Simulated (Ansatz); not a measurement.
The following input was run with Ansatz 0.2.0.

```yaml
crystal:
  lattice:
    - [2.8579417892, 0.0, 0.0]
    - [-1.4289708946, 2.475050192, 0.0]
    - [0.0, 0.0, 4.6399376593]
  atoms:
    - { symbol: Zn, position: [0.3333333333, 0.6666666667, 0.25] }
    - { symbol: Zn, position: [0.6666666667, 0.3333333333, 0.75] }
basis:
  ecutwfc: 420
kpoints:
  mp_grid: { grid: [18, 18, 10] }
hamiltonian:
  xc: pbe
scf:
  occupations: { method: gaussian, width: 0.1 }
output:
  forces: true
  stress: true
  eigenvalues: true
  populations: true
```

Run as
```bash
ansatz run input.yaml --threads 1 --pin off --max-ram 1331MiB --backend cpu --events-out ev --progress --plain --runs-dir out
```

Level of theory: Ansatz 0.2.0, DFT PBE, scalar-relativistic, plane waves, PAW.

From the run's log, abridged (final results; tables in files aren't shown):

```
SCF 1 converged in 6 iterations: F = -6637.977343 eV  dr2 = 4.06e-8
SCF converged after 6 iterations
Free energy (F): -6637.977343 eV
Harris-Foulkes:  -6637.977343 eV  (|F-HF|=4.64e-8)
Internal energy: -6637.973476 eV  (E = F + TS)
E sigma→0 (E₀):  -6637.975409 eV
Entropy (-TS):   -0.003867 eV (-1.934 meV/atom)
Fermi energy:    9.994686 eV
--- Per-component energies (eV) ---
  E_band       = 76.356248
  E_kinetic    = 260.352844
  E_local      = -3161.176395  (includes V_loc(G=0)·N_el)
  E_nonlocal   = 1222.730539
  E_hartree    = 1322.257509
  E_xc         = -274.106897
  E_vxc        = -103.449616  (∫ρ·V_xc dr)
  E_paw        = -3651.388079  (= ΣΔE_a)
  E_vpaw       = -786.630229  (= ΣTr[D̂ρ^β])
  E_aug_tail   = -0.000780  (compensation charges beyond the density's cutoff)
  E_ewald      = -2356.642216
  E_smearing   = -0.003867  (= −TS)
--- Forces (eV/Å), atoms counted from 1 ---
  atom   1  Zn     0.00000000     0.00000000     0.00000000
  atom   2  Zn     0.00000000     0.00000000     0.00000000
--- Stress (GPa, compression-positive) ---
       -5.272576       0.000000       0.000000
        0.000000      -5.272576       0.000000
        0.000000       0.000000      -5.096516
  P = ⅓ Tr σ = -5.2139 GPa (-52.139 kbar)
--- Band table (eV; the first three rows and the last of 222) ---
  k-point 0: bands = ["0.1514", "1.8734", "2.4880", "2.5185", "2.5185", "2.5937", "2.5937", "2.6929", "2.6929", "3.0178", "3.0178", "7.3579", "8.4762", "23.8563", "23.8563", "25.7915"]
  k-point 1: bands = ["0.2236", "1.8782", "2.4828", "2.5094", "2.5094", "2.5866", "2.5866", "2.7117", "2.7117", "3.0151", "3.0151", "6.4155", "9.5593", "23.9259", "23.9259", "25.8097"]
  k-point 2: bands = ["0.4377", "1.8891", "2.4708", "2.4928", "2.4928", "2.5676", "2.5676", "2.7568", "2.7568", "3.0057", "3.0057", "5.2154", "11.1831", "23.6206", "24.1318", "24.1318"]
  k-point 221: bands = ["2.2100", "2.2100", "2.3885", "2.3885", "2.5721", "2.5721", "2.7322", "2.7322", "3.0309", "3.0309", "10.3526", "10.3526", "11.0890", "11.0890", "11.5160", "11.5160"]
--- Löwdin populations: 2 sites ---
  site symbol q [e]
     0     Zn     11.4818
     1     Zn     11.4818
  spilling = 0.043185 (of n_electrons = 24.000000)
```

The run converged.